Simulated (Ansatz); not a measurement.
# CuI: the cost of one run

Method: DFT PBE, scalar-relativistic, plane waves, PAW, in Ansatz 0.2.0.

The COD entry's cell or inner coordinates are ideal or old and differ from later refinements, so a difference from it is no clean test against experiment.

2 further runs of the same task are left out: 2 set aside as unsound or not needed.

## (1) The system as given

Symmetry: F-43m, No. 216, cubic system. The conventional cell has a = 6.078 Å, b = 6.078 Å, c = 6.078 Å, α = 90.00°, β = 90.00°, γ = 90.00°. Cu (site symmetry -43m) has 4 I at 2.63 Å as nearest neighbours. I (site symmetry -43m) is surrounded by 4 Cu at 2.63 Å.

As a file:

```cif
data_structure
_symmetry_space_group_name_H-M 'F-43m'
_symmetry_Int_Tables_number 216
_cell_length_a 6.0780
_cell_length_b 6.0780
_cell_length_c 6.0780
_cell_angle_alpha 90.000
_cell_angle_beta 90.000
_cell_angle_gamma 90.000
_cell_volume 224.53
loop_
_atom_site_label
_atom_site_type_symbol
_atom_site_symmetry_multiplicity
_atom_site_Wyckoff_symbol
_atom_site_fract_x
_atom_site_fract_y
_atom_site_fract_z
_atom_site_occupancy
Cu1 Cu 4 d 0.25000 0.25000 0.75000 1
I1 I 4 a 0.00000 0.00000 0.00000 1
```

It is the result of an earlier relaxation at this level (volume 28.07 Å³/atom; gap on the mesh: 1.10 eV).

## (2) Building the linear chain

A free-standing chain of the crystal's atoms, periodic along c. Atoms and period relax; energies count from the bulk, -7069.1832 eV an atom.

The cell holds 1 Cu, 1 I: a = 9.000 Å, b = 9.300 Å, c = 4.737 Å, α = 90.00°, β = 90.00°, γ = 90.00°.

## (3) The relaxation run

Pressure and volume refer to the whole cell with its vacuum; only the period along c may change.

File input.yaml:

```yaml
crystal:
  lattice:
    - [9.0, 0.0, 0.0]
    - [0.0, 9.3, 0.0]
    - [0.0, 0.0, 4.7373374778]
  atoms:
    - { symbol: Cu, position: [0.5, 0.5, 0.0], spin: 0.5 }
    - { symbol: I, position: [0.5, 0.5, 0.5], spin: 0.5 }
basis:
  ecutwfc: 420
kpoints:
  mp_grid: { grid: [1, 1, 14] }
hamiltonian:
  xc: pbe
scf:
  occupations: { method: gaussian, width: 0.05 }
output:
  forces: true
  stress: true
  eigenvalues: true
  populations: true
  write_density: true
  write_potential: true
  elf: true
  volumetric_format: npy
magnetization:
  spin_polarized: true
relax:
  adjacent_minimum: "off"
  f_tol: 0.01
  max_steps: 45
  cell: { fix: [a, b, alpha, beta, gamma], stress_tol: 0.03 }
```

Command:

```
$ ansatz run input.yaml --threads 2 --pin off --max-ram 5120MiB --backend cpu --events-out ev --progress --plain --runs-dir out
```

What time and memory should one allow on 2 threads of Intel Xeon Platinum 8259CL at 2.50GHz (Skylake/Cascade Lake), shared host?

About 44 s, with a peak of 0.74 GiB.
